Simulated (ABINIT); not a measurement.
A run of ABINIT 10.8.3 (patched build):

Contents of run.abi:

```
# Pseudopotentials
pp_dirpath "./"
pseudos "Pb.LDA_PW-JTH.xml, S.LDA_PW-JTH.xml"

# Structure
acell 6.3420691685 6.3420691685 4.27932094 Angstrom
rprim
     0.3279612126    -0.9446911892     0.0000000000
     0.3279612126     0.9446911892     0.0000000000
     0.0000000000     0.0000000000     1.0000000000
ntypat 2
znucl 82 16
natom 4
typat 1 1 2 2
xred
     0.1305633500     0.8694366500     0.2500000000
     0.8694366500     0.1305633500     0.7500000000
     0.3547970900     0.6452029100     0.2500000000
     0.6452029100     0.3547970900     0.7500000000
chkprim 0
chksymtnons 0
tolsym 1.0e-6

# Plane-wave basis
ecut 598.650497 eV
pawecutdg 44.0

# k points
kptopt 1
ngkpt 4 4 4
nshiftk 1
shiftk 0.0 0.0 0.0

# Exchange and correlation
ixc 7

# Bands and occupations
nband 24
occopt 3
tsmear 0.05 eV

# SCF cycle
nstep 100
tolvrs 1.0e-9

# Output
iomode 3
prtwf 0
prtden 0
prteig 0
prtebands 0
enunit 2
prtvol 2

# Relaxation
ionmov 22
ntime 60
tolmxf 0.0002
optcell 2
dilatmx 1.08
ecutsm 0.5
```

Potentials or basis: JTH PAW LDA v2.0.

Launch:

```console
$ abinit run.abi > log 2>&1
```

Hardware: 1 thread of Arm Neoverse V2 (shared host).

How long does it take, and how much memory?

Run time: 13 min on 1 thread of Arm Neoverse V2, on a shared host, peak memory 0.23 GiB. Counts: scf iterations 114, mpi ranks 1, k points 21, bands 24, plane waves 4483, ion steps 9.
